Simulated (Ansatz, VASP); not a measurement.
# Two plane-wave programs on GaSb

File INCAR:

```
SYSTEM = GaSb
  ALGO = Normal
  EDIFF = 1E-8
  ENCUT = 520
  GGA = PE
  ISIF = 2
  ISMEAR = -1
  LASPH = .TRUE.
  LCHARG = .FALSE.
  LEFG = .TRUE.
  LREAL = .FALSE.
  LWAVE = .FALSE.
  NBANDS = 16
  NELM = 60
  PREC = Accurate
  SIGMA = 0.08
```

Contents of KPOINTS:

```
k-points
0
G
  9 9 9
  0 0 0
```

The input POSCAR:

```
GaSb
1.0
    0.0000000000      3.0451505126      3.0451505126
    3.0451505126      0.0000000000      3.0451505126
    3.0451505126      3.0451505126      0.0000000000
Ga Sb
1 1
Direct
    0.0000000000      0.0000000000      0.0000000000
    0.2500000000      0.2500000000      0.2500000000
```

Input for Ansatz:

```yaml
crystal:
  lattice:
    - [0.0, 3.0451505126, 3.0451505126]
    - [3.0451505126, 0.0, 3.0451505126]
    - [3.0451505126, 3.0451505126, 0.0]
  atoms:
    - { symbol: Ga, position: [0.0, 0.0, 0.0] }
    - { symbol: Sb, position: [0.25, 0.25, 0.25] }
kpoints:
  mp_grid: { grid: [9, 9, 9] }
scf:
  occupations: { method: fermi_dirac, width: 0.08 }
hamiltonian:
  xc: pbe
  pseudopotentials: { kind: paw }
output:
  forces: true
  stress: true
  eigenvalues: true
  efg: { contact_densities: true }
```

Change from the starting cell: volume scaled by 0.9405, PAW files.

Alike in both runs: task electric field gradients; functional PBE; k mesh 9 × 9 × 9; occupations fermi-dirac, width 0.08 eV; no spin polarisation.

|  | VASP | Ansatz |
| --- | --- | --- |
| version | VASP 6.6.1 | Ansatz 0.2.0 |
| potentials or method | VASP PAW PBE potentials, release 64 (Ga_d, Sb) | PAW with Ansatz's default frozen-core files, scalar-relativistic |
| plane-wave cutoff (eV) | 520 | 420 |
| valence electrons in the cell | 18 | 28 |

VASP gave:

```
pressure (GPa)                                                 : 3.2
Vzz of the field gradient on the site that differs most (V/Å²) : 0.0
```

Task: Which values does Ansatz return?

Result: Pressure (GPa): 3.1; Vzz of the field gradient on the site that differs most (V/Å²): 0.0.

The functional is the same, so the differences come from potentials, cutoffs and numerics. The two sets of potentials don't hold the same shells in valence. Ansatz warned: «gradients_without_spin_orbit».

Caveats: spin-orbit coupling is left out, which moves the levels of the heavy elements; an odd mesh through Γ misses points on the zone boundary, where band edges often lie.
